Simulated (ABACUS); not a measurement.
The system is Sn.

```
Sn
1.0
     0.00000    3.23334    3.23334
     3.23334    0.00000    3.23334
     3.23334    3.23334    0.00000
Sn
2
Direct
  0.75000 0.75000 0.75000
  0.50000 0.50000 0.50000
```

This isn't the form of Sn at room conditions, which is tetragonal (white tin).

| Item | Value |
| --- | --- |
| Program | ABACUS 3.10.1 |
| Task | relaxation of cell and atoms |
| Functional | HCTH407 |
| Potentials or basis | SG15 ONCV 1.2 PBE |
| Cutoff | 993 eV |
| Density cutoff | 3973 eV |
| Basis | plane waves |
| k mesh | 6 × 6 × 6 |
| Occupations | fermi-dirac, width 0.05 eV |
| Spin | no spin polarisation |

At the start: pressure 5.5 GPa; volume 33.80 Å³/atom.

Question: Where does the relaxation end?

Answer: Over 3 steps the energy falls by 68.9 meV/atom and the volume is 38.52 Å³/atom (+13.9 %); space group Fd-3m (No. 227, to 0.05 Å).

Step by step:
```csv
step,energy change (eV),largest force (eV/Å),pressure (GPa),volume (Å³)
1,0.0000,0.0000,5.47,67.61
2,-0.1298,0.0000,-0.84,79.99
3,-0.1379,0.0000,0.02,77.03
```

Final structure:
```xyz
2
Lattice="0.0000 3.3771 3.3771 3.3771 0.0000 3.3771 3.3771 3.3771 0.0000" Properties=species:S:1:pos:R:3 pbc="T T T"
Sn    5.0657    5.0657    5.0657
Sn    3.3771    3.3771    3.3771
```

Caveat: the potentials were made for another functional, which shifts forces and pressure; the volume moved by +14 % from the deposited cell, more than functionals usually miss.
